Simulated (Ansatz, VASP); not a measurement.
**Na: VASP beside Ansatz**

```
CELL_PARAMETERS angstrom
-1.88829 1.88829 2.63728
1.88829 -1.88829 2.63728
1.88829 1.88829 -2.63728
ATOMIC_POSITIONS crystal
Na 0.00000 0.00000 0.00000
```

This isn't the form of Na at room conditions, which is bcc.

Alike in both runs: task single point; functional PBEsol; k mesh 18 × 18 × 18; occupations gaussian, width 0.15 eV; no spin polarisation.

|  | VASP | Ansatz |
| --- | --- | --- |
| version | VASP 6.6.1 | Ansatz 0.2.0 |
| potentials or method | VASP PAW PBE potentials, release 64 (Na_pv) | scalar-relativistic, plane waves, PAW |
| plane-wave cutoff (eV) | 520 | 420 |
| valence electrons in the cell | 7 | 9 |

```tsv
	VASP	Ansatz	Ansatz less VASP
gap on the k mesh at the Fermi level (eV)	none	none	-
pressure (GPa)	-0.2	-0.2	-0.01
```

A gap of «none» marks a metal or a gap that the smearing closes. The two sets of potentials don't hold the same shells in valence.

Caveats: the PAW data sets were made with another functional, which shifts forces and pressure a little (VASP).
